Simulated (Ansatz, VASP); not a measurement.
## C: VASP beside Ansatz

INCAR

```
  PREC = Accurate
  ENCUT = 600
  EDIFF = 1E-6
  ISMEAR = 0
  SIGMA = 0.01
  LREAL = False
  LASPH = True
  NELM = 60
  ALGO = Normal
  ISIF = 3
  LWAVE = False
  LCHARG = False
  GGA = PE
  IBRION = 2
  NSW = 80
  EDIFFG = -0.01
```

Contents of KPOINTS:

```
Automatic mesh
0
Gamma
  12 12 12
```

File POSCAR:

```
C
1.0
    0.0000000000      1.7833700000      1.7833700000
    1.7833700000      0.0000000000      1.7833700000
    1.7833700000      1.7833700000      0.0000000000
C
2
Direct
    0.0000000000      0.0000000000      0.0000000000
    0.2500000000      0.2500000000      0.2500000000
```

Input for Ansatz:

```yaml
crystal:
  lattice:
    - [0.0, 1.78337, 1.78337]
    - [1.78337, 0.0, 1.78337]
    - [1.78337, 1.78337, 0.0]
  atoms:
    - { symbol: C, position: [0.0, 0.0, 0.0] }
    - { symbol: C, position: [0.25, 0.25, 0.25] }
basis:
  ecutwfc: 420.0
kpoints:
  mp_grid:
    grid: [12, 12, 12]
hamiltonian:
  xc: pbe
scf:
  occupations:
    method: fixed
relax:
  cell: {}
```

This isn't the form of C at room conditions, which is graphite.

Alike in both runs: task relaxation of cell and atoms; functional PBE; k mesh 12 × 12 × 12; no spin polarisation.

|  | VASP | Ansatz |
| --- | --- | --- |
| version | VASP 6.6.1 | Ansatz 0.2.0 |
| potentials or method | VASP PAW PBE potentials, release 64 (C) | plane waves, PAW |
| plane-wave cutoff (eV) | 600 | 420 |
| occupations | gaussian, width 0.01 eV | fixed |
| valence electrons in the cell | 8 | 8 |

VASP gave:

- relaxed volume (Å³/atom): 5.70
- relaxed cell length with the largest relative difference (Å): 2.526

Q: What did Ansatz give for the same quantities?

A: Relaxed volume (Å³/atom): 5.69; relaxed cell length with the largest relative difference (Å): 2.525.

PBE usually gives volumes a little too large and moduli too small. Zero-point motion and thermal expansion aren't in these numbers.
